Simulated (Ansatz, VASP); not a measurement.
**Ca in VASP and in Ansatz**

```
Ca
1.0
     0.00000    2.75229    2.75229
     2.75229    0.00000    2.75229
     2.75229    2.75229    0.00000
Ca
1
Direct
  0.00000 0.00000 0.00000
```

Change from the starting cell: strain -0.015 along x and y, -0.015 along z, atoms carried along.

Alike in both runs: task single point; functional PBE; k mesh 14 × 14 × 14; occupations gaussian, width 0.15 eV; no spin polarisation.

|  | VASP | Ansatz |
| --- | --- | --- |
| version | VASP 6.6.1 | Ansatz 0.2.0 |
| potentials or method | VASP PAW PBE potentials, release 64 (Ca_sv) | scalar-relativistic, plane waves, PAW |
| plane-wave cutoff (eV) | 520 | 420 |
| valence electrons in the cell | 10 | 10 |

```csv
,VASP,Ansatz,Ansatz less VASP
gap on the k mesh at the Fermi level (eV),none,none,-
pressure (GPa),0.2,0.2,0.00
```

A gap of «none» marks a metal or a gap that the smearing closes. The functional is the same, so the differences come from potentials, cutoffs and numerics.
